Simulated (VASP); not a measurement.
# Te2Mo (P6_3/mmc) in VASP: further runs, part 2 of 2

VASP 6.6.1. Earlier steps stand in the parts before.

### Step 3. Relaxation of cell and atoms, PBE+D3(BJ)

Input file INCAR:

```
ALGO     = Normal         # electronic algorithm
EDIFF    = 1E-6           # SCF threshold, eV
EDIFFG   = -0.005         # ionic threshold
ENCUT    = 600            # plane-wave cutoff, eV
GGA      = PE             # functional
IBRION   = 2              # ionic algorithm
ISIF     = 3              # what is computed and relaxed
ISMEAR   = -1             # smearing method
IVDW     = 12             # dispersion correction
LASPH    = T              # aspherical terms in the spheres
LCHARG   = F              # write CHGCAR
LREAL    = F              # projectors in reciprocal space
LWAVE    = F              # write WAVECAR
NELM     = 100            # most SCF steps
NSW      = 40             # ionic steps
PREC     = Accurate       # precision mode
SIGMA    = 0.05           # smearing width, eV
```

Input file KPOINTS:

```
k-points
0
Gamma
  9 9 2
```

Input file POSCAR:

```
Te2Mo
1.0
    3.5182000000      0.0000000000      0.0000000000
   -1.7591000000      3.0468505756      0.0000000000
    0.0000000000      0.0000000000     13.9736000000
Te Mo
4 2
Direct
    0.6666666667      0.3333333333      0.3790000000
    0.3333333333      0.6666666667      0.8790000000
    0.6666666667      0.3333333333      0.1210000000
    0.3333333333      0.6666666667      0.6210000000
    0.6666666667      0.3333333333      0.7500000000
    0.3333333333      0.6666666667      0.2500000000
```

Potentials or basis: VASP PAW PBE potentials, release 64 (Te, Mo_sv).

Started as:

```console
cat potpaw_PBE.64/Te/POTCAR potpaw_PBE.64/Mo_sv/POTCAR > POTCAR
mpirun -np 1 vasp_std > vasp.out
```

OUTCAR:

```text
EDIFF = 1E-6
   EDIFFG = -0.005
   ENCUT = 600
   GGA = PE
   IBRION = 2
   ISIF = 3
   ISMEAR = -1
   IVDW = 12
   LASPH = T
   LREAL = F
   NELM = 100
   NSW = 40
   PREC = Accurate
 IVDW          = 12

 ion  position               nearest neighbor table
   1  0.667  0.333  0.379-   6 2.72   6 2.72   6 2.72   3 3.61
   2  0.333  0.667  0.879-   5 2.72   5 2.72   5 2.72   4 3.61
   3  0.667  0.333  0.121-   6 2.72   6 2.72   6 2.72   1 3.61
   4  0.333  0.667  0.621-   5 2.72   5 2.72   5 2.72   2 3.61
   5  0.667  0.333  0.750-   2 2.72   4 2.72   2 2.72   4 2.72   2 2.72   4 2.72
   6  0.333  0.667  0.250-   1 2.72   3 2.72   1 2.72   3 2.72   1 2.72   3 2.72

  LATTYP: Found a hexagonal cell.
 ALAT       =     3.5182000000
 C/A-ratio  =     3.9718037633

  Lattice vectors:

 A1 = (   3.5182000000,   0.0000000000,   0.0000000000)
 A2 = (  -1.7591000000,   3.0468505756,   0.0000000000)
 A3 = (   0.0000000000,   0.0000000000,  13.9736000000)

Analysis of symmetry for initial positions (statically):
=====================================================================
 Subroutine PRICEL returns:
 Original cell was already a primitive cell.

 Routine SETGRP: Setting up the symmetry group for a
 hexagonal supercell.

 Subroutine GETGRP returns: Found 24 space group operations
 (whereof 12 operations were pure point group operations)
 out of a pool of 24 trial point group operations.

The static configuration has the point symmetry D_3d.
 The point group associated with its full space group is D_6h.

Analysis of symmetry for dynamics (positions and initial velocities):
=====================================================================
 Subroutine PRICEL returns:
 Original cell was already a primitive cell.

 Routine SETGRP: Setting up the symmetry group for a
 hexagonal supercell.

 Subroutine GETGRP returns: Found 24 space group operations
 (whereof 12 operations were pure point group operations)
 out of a pool of 24 trial point group operations.

The dynamic configuration has the point symmetry D_3d.
 The point group associated with its full space group is D_6h.
[... 116 lines left out ...]
   PSTRESS=    0.0 pullay stress
   NELECT =      52.0000    total number of electrons
   NUPDOWN=      -1.0000    fix difference up-down
   EMIN   =  10.00;   EMAX   =-10.00  energy-range for DOS
   EFERMI =   0.00;   METHOD = LEGACY
   ISMEAR =    -1;   SIGMA  =   0.05  broadening in eV -4-tet -1-fermi 0-gaus
   EFERMI_NEDOS =   21; number of points for ismear=-14 and -15
   IALGO  =     38    algorithm
   IMIX   =      4    mixing-type and parameters
     AMIX     =   0.40;   BMIX     =  1.00
     AMIX_MAG =   1.60;   BMIX_MAG =  1.00
  volume/ion in A,a.u.               =      24.96       168.47
  Fermi-wavevector in a.u.,A,eV,Ry     =   1.150578  2.174277 18.011787  1.323829
  Thomas-Fermi vector in A             =   2.287241
   LORBIT       =      0    0 simple, 1 ext, 2 COOP (PROOUT), +10 PAW based schemes
   GGA     = PE    functional components
   LHFCALC =     F    Hartree Fock is set to
   AEXX    =    0.0000 exact exchange contribution
   IVDW    =    12    specifies the selected vdW correction
   LEPSILON=     F    determine dielectric tensor
   LRPA    =     F    only Hartree local field effects (RPA)
 conjugate gradient relaxation of ions
 non-spin polarized calculation
  energy-cutoff  :      600.00
  volume of cell :      149.79
 maximum number of plane-waves:      5038
   NGX = 15   NGY = 15   NGZ = 55

--------------------------------------- Ionic step        1  -------------------------------------------

 number of electron      52.0000001 magnetization

 Free energy of the ion-electron system (eV)
  ---------------------------------------------------
  ext. energy  EPLUGINS =         0.00000000
  ---------------------------------------------------
  free energy    TOTEN  =       -35.98685065 eV

  energy without entropy =      -35.98682372  energy(sigma->0) =      -35.98683718

------------------------ aborting loop because EDIFF is reached ----------------------------------------

 Edisp (eV)   -3.21953

 E8    (eV) :    -1.4845
[... 117 lines left out ...]
  FREE ENERGIE OF THE ION-ELECTRON SYSTEM (eV)
  ---------------------------------------------------
  free  energy   TOTEN  =       -39.2170417136 eV

  energy  without entropy=      -39.2170132813  energy(sigma->0) =      -39.21702750

[... ionic steps 4 to 8 ...]

--------------------------------------- Ionic step        9  -------------------------------------------

 number of electron      51.9999998 magnetization

------------------------ aborting loop because EDIFF is reached ----------------------------------------
[... 83 lines left out ...]
--------------------------------------- Ionic step       11  -------------------------------------------

 number of electron      51.9999998 magnetization

 Free energy of the ion-electron system (eV)
  ---------------------------------------------------
  ext. energy  EPLUGINS =         0.00000000
  ---------------------------------------------------
  free energy    TOTEN  =       -35.90502972 eV

  energy without entropy =      -35.90493666  energy(sigma->0) =      -35.90498319

 E-fermi :   8.9726     XC(G=0): -10.6464

 val. band max:        8.6433716711   @ k =   0.0000   0.0000   0.0000
 cond. band min:       9.3085242914   @ k =   0.2222   0.2222   0.0000
 fundamental gap:      0.6651526204
 Fermi energy:         8.9726037237

 k-point     1 :       0.0000    0.0000    0.0000
  band No.  band energies     occupation
      1     -52.2102      2.00000
      2     -52.2102      2.00000
      3     -26.3883      2.00000
      4     -26.3882      2.00000
      5     -26.2462      2.00000
      6     -26.2462      2.00000
[... 842 lines left out ...]
  FREE ENERGIE OF THE ION-ELECTRON SYSTEM (eV)
  ---------------------------------------------------
  free  energy   TOTEN  =       -39.2317588671 eV

  energy  without entropy=      -39.2316658073  energy(sigma->0) =      -39.23171234

 reached required accuracy - stopping structural energy minimisation
```

OSZICAR:

```text
N       E                     dE             d eps       ncg     rms          rms(c)
DAV:   1     0.451098949675E+03    0.45110E+03   -0.29155E+04  1688   0.168E+03
DAV:   2    -0.101386972078E+02   -0.46124E+03   -0.45253E+03  1827   0.373E+02
DAV:   3    -0.365373886775E+02   -0.26399E+02   -0.25824E+02  1911   0.741E+01
[... 102 lines left out ...]
DAV:   2    -0.359050449319E+02    0.10932E-04   -0.48585E-04  1749   0.114E-01    0.278E-02
DAV:   3    -0.359050362063E+02    0.87256E-05   -0.25808E-04  1643   0.593E-02    0.428E-02
DAV:   4    -0.359050296607E+02    0.65456E-05   -0.23497E-05  1710   0.239E-02    0.160E-02
DAV:   5    -0.359050293931E+02    0.26756E-06   -0.16754E-05  1805   0.215E-02    0.434E-03
DAV:   6    -0.359050297166E+02   -0.32351E-06   -0.63055E-07   849   0.497E-03
  11 F= -.39231759E+02 E0= -.39231712E+02  d E =-.863252E-05
```

CONTCAR:

```text
Te2Mo
   1.00000000000000
     3.4956822028739687    0.0000000000000000    0.0000000000000000
    -1.7478411014369843    3.0273495912514821    0.0000000000000000
    -0.0000000000000000   -0.0000000000000000   13.6946168448616952
  Te              Mo
     4     2
Direct
     0.6666666667000030    0.3333333332999970    0.3827590528188529
     0.3333333332999970    0.6666666667000030    0.8827590528188528
     0.6666666667000030    0.3333333332999970    0.1172409471811471
     0.3333333332999970    0.6666666667000030    0.6172409471811472
     0.6666666667000030    0.3333333332999970    0.7500000000000000
     0.3333333332999970    0.6666666667000030    0.2500000000000000

  0.00000000E+00  0.00000000E+00  0.00000000E+00
  0.00000000E+00  0.00000000E+00  0.00000000E+00
  0.00000000E+00  0.00000000E+00  0.00000000E+00
  0.00000000E+00  0.00000000E+00  0.00000000E+00
  0.00000000E+00  0.00000000E+00  0.00000000E+00
  0.00000000E+00  0.00000000E+00  0.00000000E+00
```

Wall time 11 min (1 thread of Intel Xeon Platinum 8488C (Sapphire Rapids), shared host); peak memory 0.37 GiB.

Results:

| Property | Result |
| --- | --- |
| Free energy | -39.2318 eV |
| Relaxed volume | 24.15 Å³/atom |
| Relaxed cell | a = 3.496 Å, b = 3.496 Å, c = 13.695 Å, α = 90.00°, β = 90.00°, γ = 120.00° |
| Space group after relaxing (to 0.05 Å) | P6_3/mmc (No. 194) |
| Energy gained by relaxing | 4.2 meV/atom |
| Ionic steps | 11 |
| Pressure after relaxing | 0.0 GPa |
| Band gap on the k mesh | 0.67 eV, indirect (least direct gap 1.03 eV) |
| Dispersion energy per atom | -0.554 eV |

Forces in eV/Å, atoms in the order of the input:
```
Te   0.000  0.000  0.003
Te   0.000  0.000  0.003
Te   0.000  0.000 -0.003
Te   0.000  0.000 -0.003
Mo   0.000  0.000  0.000
Mo   0.000  0.000  0.000
```

Step by step:
```
step  energy change (eV)  largest force (eV/Å)  pressure (GPa)  volume (Å³)
   1              0.0000                0.1801           -0.57       149.79
   2             -0.0099                0.1782            0.16       147.87
   3             -0.0107                0.1781            0.42       147.15
   4             -0.0138                0.0445           -0.52       147.26
   5             -0.0143                0.0147           -0.27       147.23
   6             -0.0201                0.0145           -0.19       146.48
   7             -0.0252                0.0121           -0.01       145.13
   8             -0.0254                0.0107            0.04       144.86
   9             -0.0254                0.0111            0.03       144.91
  10             -0.0253                0.0169           -0.11       144.97
  11             -0.0254                0.0027           -0.01       144.93
```

Final structure:
```
CELL_PARAMETERS angstrom
3.49568 0.00000 0.00000
-1.74784 3.02735 0.00000
0.00000 0.00000 13.69462
ATOMIC_POSITIONS crystal
Te 0.66667 0.33333 0.38276
Te 0.33333 0.66667 0.88276
Te 0.66667 0.33333 0.11724
Te 0.33333 0.66667 0.61724
Mo 0.66667 0.33333 0.75000
Mo 0.33333 0.66667 0.25000
```

Caveat: spin-orbit coupling is left out, which moves the levels of the heavy elements; an odd mesh through Γ misses points on the zone boundary, where band edges often lie.

### Step 4. Relaxation of cell and atoms, PBE+D4

Input file INCAR:

```
PREC = Accurate
ENCUT = 600
EDIFF = 1E-6
ISMEAR = -1
SIGMA = 0.05
LREAL = False
LASPH = True
NELM = 100
ALGO = Normal
ISIF = 3
LWAVE = False
LCHARG = False
GGA = PE
IVDW = 13
IBRION = 2
NSW = 40
EDIFFG = -0.01
```

Input file KPOINTS:

```
Automatic mesh
0
Gamma
  9 9 2
```

POSCAR is that of step 3.

Potentials or basis: VASP PAW PBE potentials, release 64 (Te, Mo_sv).

Started as:

```console
cat potpaw_PBE.64/Te/POTCAR potpaw_PBE.64/Mo_sv/POTCAR > POTCAR
mpirun -np 1 vasp_std > vasp.out
```

OUTCAR:

```text
PREC = Accurate
   ENCUT = 600
   EDIFF = 1E-6
   ISMEAR = -1
   LREAL = False
   LASPH = True
   NELM = 100
   ISIF = 3
   GGA = PE
   IVDW = 13
   IBRION = 2
   NSW = 40
   EDIFFG = -0.01

 ion  position               nearest neighbor table
   1  0.667  0.333  0.379-   6 2.72   6 2.72   6 2.72   3 3.61
   2  0.333  0.667  0.879-   5 2.72   5 2.72   5 2.72   4 3.61
   3  0.667  0.333  0.121-   6 2.72   6 2.72   6 2.72   1 3.61
   4  0.333  0.667  0.621-   5 2.72   5 2.72   5 2.72   2 3.61
   5  0.667  0.333  0.750-   2 2.72   4 2.72   2 2.72   4 2.72   2 2.72   4 2.72
   6  0.333  0.667  0.250-   1 2.72   3 2.72   1 2.72   3 2.72   1 2.72   3 2.72

  LATTYP: Found a hexagonal cell.
 ALAT       =     3.5182000000
 C/A-ratio  =     3.9718037633

  Lattice vectors:

 A1 = (   3.5182000000,   0.0000000000,   0.0000000000)
 A2 = (  -1.7591000000,   3.0468505756,   0.0000000000)
 A3 = (   0.0000000000,   0.0000000000,  13.9736000000)

Analysis of symmetry for initial positions (statically):
=====================================================================
 Subroutine PRICEL returns:
 Original cell was already a primitive cell.

 Routine SETGRP: Setting up the symmetry group for a
 hexagonal supercell.

 Subroutine GETGRP returns: Found 24 space group operations
 (whereof 12 operations were pure point group operations)
 out of a pool of 24 trial point group operations.

The static configuration has the point symmetry D_3d.
 The point group associated with its full space group is D_6h.

Analysis of symmetry for dynamics (positions and initial velocities):
=====================================================================
 Subroutine PRICEL returns:
 Original cell was already a primitive cell.

 Routine SETGRP: Setting up the symmetry group for a
 hexagonal supercell.

 Subroutine GETGRP returns: Found 24 space group operations
 (whereof 12 operations were pure point group operations)
 out of a pool of 24 trial point group operations.

The dynamic configuration has the point symmetry D_3d.
 The point group associated with its full space group is D_6h.

 Subroutine INISYM returns: Found 24 space group operations
[... 102 lines left out ...]
   ENCUT  =  600.0 eV  44.10 Ry    6.64 a.u.   7.03  7.03 27.91*2*pi/ulx,y,z
   NELM   =    100;   NELMIN=  2; NELMDL= -5     # of ELM steps
   EDIFF  = 0.1E-05   stopping-criterion for ELM
   LREAL  =      F    real-space projection
   EDIFFG = -.1E-01   stopping-criterion for IOM
   NSW    =     40    number of steps for IOM
   IBRION =      2    ionic relax: 0-MD 1-quasi-New 2-CG
   NFREE  =      1    steps in history (QN), initial steepest desc. (CG)
   ISIF   =      3    stress and relaxation
   ISYM   =      2    0-nonsym 1-usesym 2-fastsym
   POTIM  = 0.5000    time-step for ionic-motion
   TEBEG  =    0.0;   TEEND  =   0.0 temperature during run
   PSTRESS=    0.0 pullay stress
   NELECT =      52.0000    total number of electrons
   NUPDOWN=      -1.0000    fix difference up-down
   EMIN   =  10.00;   EMAX   =-10.00  energy-range for DOS
   EFERMI =   0.00;   METHOD = LEGACY
   ISMEAR =    -1;   SIGMA  =   0.05  broadening in eV -4-tet -1-fermi 0-gaus
   EFERMI_NEDOS =   21; number of points for ismear=-14 and -15
   IALGO  =     38    algorithm
   IMIX   =      4    mixing-type and parameters
     AMIX     =   0.40;   BMIX     =  1.00
     AMIX_MAG =   1.60;   BMIX_MAG =  1.00
  volume/ion in A,a.u.               =      24.96       168.47
  Fermi-wavevector in a.u.,A,eV,Ry     =   1.150578  2.174277 18.011787  1.323829
  Thomas-Fermi vector in A             =   2.287241
   LORBIT       =      0    0 simple, 1 ext, 2 COOP (PROOUT), +10 PAW based schemes
   GGA     = PE    functional components
   LHFCALC =     F    Hartree Fock is set to
   AEXX    =    0.0000 exact exchange contribution
   IVDW    =    13    specifies the selected vdW correction
   LEPSILON=     F    determine dielectric tensor
   LRPA    =     F    only Hartree local field effects (RPA)
 conjugate gradient relaxation of ions
 non-spin polarized calculation
  energy-cutoff  :      600.00
  volume of cell :      149.79
 maximum number of plane-waves:      5038
   NGX = 15   NGY = 15   NGZ = 55

--------------------------------------- Ionic step        1  -------------------------------------------

 number of electron      52.0000001 magnetization

 Free energy of the ion-electron system (eV)
  ---------------------------------------------------
  ext. energy  EPLUGINS =         0.00000000
  ---------------------------------------------------
  free energy    TOTEN  =       -35.98685065 eV

  energy without entropy =      -35.98682372  energy(sigma->0) =      -35.98683718

------------------------ aborting loop because EDIFF is reached ----------------------------------------

  DFT-D4 for vdW energy calculation

  Edisp (eV):   -3.36026
[... 343 lines left out ...]
--------------------------------------- Ionic step        9  -------------------------------------------

 number of electron      51.9999999 magnetization

 Free energy of the ion-electron system (eV)
  ---------------------------------------------------
  ext. energy  EPLUGINS =         0.00000000
  ---------------------------------------------------
  free energy    TOTEN  =       -35.92400626 eV

  energy without entropy =      -35.92393091  energy(sigma->0) =      -35.92396858

 E-fermi :   8.8882     XC(G=0): -10.6112

 val. band max:        8.5540160729   @ k =   0.0000   0.0000   0.0000
 cond. band min:       9.2368303441   @ k =   0.2222   0.2222   0.0000
 fundamental gap:      0.6828142712
 Fermi energy:         8.8882327755

 k-point     1 :       0.0000    0.0000    0.0000
  band No.  band energies     occupation
      1     -52.2948      2.00000
      2     -52.2948      2.00000
      3     -26.4704      2.00000
      4     -26.4703      2.00000
      5     -26.3317      2.00000
      6     -26.3317      2.00000
[... 842 lines left out ...]
  FREE ENERGIE OF THE ION-ELECTRON SYSTEM (eV)
  ---------------------------------------------------
  free  energy   TOTEN  =       -39.3659619528 eV

  energy  without entropy=      -39.3658866069  energy(sigma->0) =      -39.36592428

 reached required accuracy - stopping structural energy minimisation
```

Wall time 9.8 min (1 thread of Intel Xeon Platinum 8488C (Sapphire Rapids), shared host); peak memory 0.37 GiB.

What came out:

- Free energy: -39.3660 eV
- Relaxed volume: 24.30 Å³/atom
- Relaxed cell: a = 3.500 Å, b = 3.500 Å, c = 13.739 Å, α = 90.00°, β = 90.00°, γ = 120.00°
- Space group after relaxing (to 0.05 Å): P6_3/mmc (No. 194)
- Energy gained by relaxing: 3.1 meV/atom
- Ionic steps: 9
- Pressure after relaxing: 0.0 GPa
- Band gap on the k mesh: 0.68 eV, indirect (least direct gap 1.06 eV)
- Dispersion energy per atom: -0.574 eV

The path:
| step | energy change (eV) | largest force (eV/Å) | pressure (GPa) | volume (Å³) |
| --- | --- | --- | --- | --- |
| 1 | 0.0000 | 0.1633 | -0.41 | 149.79 |
| 2 | -0.0073 | 0.1277 | 0.00 | 148.42 |
| 3 | -0.0083 | 0.1126 | 0.17 | 147.82 |
| 4 | -0.0112 | 0.0045 | -0.40 | 147.95 |
| 5 | -0.0112 | 0.0169 | -0.46 | 147.97 |
| 6 | -0.0130 | 0.0143 | -0.41 | 147.67 |
| 7 | -0.0170 | 0.0081 | -0.25 | 146.79 |
| 8 | -0.0182 | 0.0019 | 0.14 | 145.03 |
| 9 | -0.0189 | 0.0010 | -0.02 | 145.80 |

Final structure:
```cif
data_structure
_symmetry_space_group_name_H-M 'P 1'
_symmetry_Int_Tables_number 1
_cell_length_a 3.5005
_cell_length_b 3.5005
_cell_length_c 13.7394
_cell_angle_alpha 90.000
_cell_angle_beta 90.000
_cell_angle_gamma 120.000
_cell_volume 145.80
loop_
_atom_site_label
_atom_site_type_symbol
_atom_site_fract_x
_atom_site_fract_y
_atom_site_fract_z
_atom_site_occupancy
Te1 Te 0.66667 0.33333 0.38221 1
Te2 Te 0.33333 0.66667 0.88221 1
Te3 Te 0.66667 0.33333 0.11779 1
Te4 Te 0.33333 0.66667 0.61779 1
Mo1 Mo 0.66667 0.33333 0.75000 1
Mo2 Mo 0.33333 0.66667 0.25000 1
```

Caveat: spin-orbit coupling is left out, which moves the levels of the heavy elements; an odd mesh through Γ misses points on the zone boundary, where band edges often lie.

### Step 5. For comparison

An earlier run on the cell as given: functional PBEsol; potentials or basis VASP PAW PBE potentials, release 64 (Te, Mo_sv); cutoff 520 eV; k mesh 9 × 9 × 2; occupations fermi-dirac, width 0.05 eV; no spin polarisation.

- Pressure: -1.0 GPa
- Largest force: 0.061 eV/Å
- Band gap on the k mesh: 0.75 eV, indirect (least direct gap 1.04 eV)

### Step 6. Summary

```tsv
task	level	cell	cutoff (eV)	ladder	gap on the mesh (eV)	pressure (GPa)	relaxed volume (Å³/atom)
relaxation of cell and atoms	PBE+D3	relaxed	600	-	0.79	0.0	25.06
relaxation of cell and atoms	PBE+D3(BJ)	relaxed	600	-	0.67	0.0	24.15
relaxation of cell and atoms	PBE+D4	relaxed	600	-	0.68	0.0	24.30
single point	PBEsol	as given	520	free	0.75	-1.0	-
```

Alike in all rows: potentials or basis VASP PAW PBE potentials, release 64 (Te, Mo_sv); no spin polarisation; k mesh 9 × 9 × 2; smearing fermi-dirac 0.05 eV.

Caveats: spin-orbit coupling is left out, which moves the levels of the heavy elements; an odd mesh through Γ misses points on the zone boundary, where band edges often lie; the PAW data sets were made with another functional, which shifts forces and pressure a little (some runs); this functional lacks dispersion, which binds the layers, so the pressure and a relaxed spacing across them are unreliable (some runs).

Total energies depend on the potentials used, so only differences within one code and one set of settings carry meaning.
